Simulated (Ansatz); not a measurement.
# AlN (h-MgO type): zone-centre phonons and dielectric response

Perturbation theory with PBEsol in Ansatz on the PBEsol cell, ground state and force constants on a 9×9×6 mesh. Note: simulated data, non-magnetic, for a generated structure that need not be the stable one.

Space group P6_3/mmc (No. 194), hexagonal; conventional cell a = 3.302 Å, c = 4.141 Å, 9.77 Å³ an atom. Around Al lie 5 N at 1.91–2.07 Å; around N lie 5 Al at 1.91–2.07 Å.

```xyz
4
Lattice="3.3016 0.0000 0.0000 -1.6508 2.8593 0.0000 0.0000 0.0000 4.1410" Properties=species:S:1:pos:R:3 pbc="T T T"
Al    0.0000    1.9062    1.0352
Al    1.6508    0.9531    3.1057
N     1.6508    0.9531    1.0352
N     0.0000    1.9062    3.1057
```

Optical modes without the longitudinal term:
```
ω (cm⁻¹)  degeneracy  IR intensity, summed over the level ((D/Å)²/amu)
     267           1                                             48.93
     330           2                                              0.00
     405           1                                              0.00
     667           1                                              0.00
     670           2                                             64.23
     685           2                                              0.00
```

All optical modes at Γ are real, from 267 to 685 cm⁻¹ without the longitudinal term; this says nothing of other wave vectors. With the long-range field the highest mode reaches 914 cm⁻¹. Of the real levels 2 are infrared active, the strongest at 670 cm⁻¹.

ε∞: 4.53 along x and y, 4.98 along z. With the ions relaxed, ε⁰ is 8.4 along x and y, 42.4 along z. Born charges, averaged over directions: Al +2.73, N -2.73 e.

For comparison, on the r2SCAN cell the mean ε∞ is 4.30 with r2SCAN (ground state on 9×9×6; least gap 4.03 eV), 4.61 with PBE (ground state on 9×9×6; least gap 3.46 eV).
